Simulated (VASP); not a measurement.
Input of a VASP 6.6.1 run:

Contents of INCAR:

```
SYSTEM = Mg
ALGO     = Fast           ! electronic algorithm
EDIFF    = 1E-6           ! SCF threshold, eV
ENCUT    = 520            ! plane-wave cutoff, eV
GGA      = PE             ! functional
ISIF     = 2              ! what is computed and relaxed
ISMEAR   = 1              ! smearing method
LASPH    = .True.         ! aspherical terms in the spheres
LCHARG   = .False.        ! write CHGCAR
LREAL    = .False.        ! projectors in reciprocal space
LWAVE    = .False.        ! write WAVECAR
NBANDS   = 9              ! bands
NELM     = 80             ! most SCF steps
PREC     = Accurate       ! precision mode
SIGMA    = 0.1            ! smearing width, eV
```

Contents of KPOINTS:

```
k-points
0
Gamma
  21 21 12
  0 0 0
```

File POSCAR:

```
Mg
1.0
    3.1947338099      0.0000000000      0.0000000000
   -1.5973669049      2.7667206377      0.0000000000
    0.0000000000      0.0000000000      5.1900564875
Mg
2
Direct
    0.3333333333      0.6666666667      0.2500000000
    0.6666666667      0.3333333333      0.7500000000
```

Potentials or basis: VASP PAW PBE potentials, release 64 (Mg).

Command:

```console
$ cat potpaw_PBE.64/Mg/POTCAR > POTCAR
$ mpirun -np 1 vasp_std > vasp.out
```

What does it give for the band gap on the k mesh?

None (metal or under the smearing width).

Estimate the pressure.

-0.1 GPa.
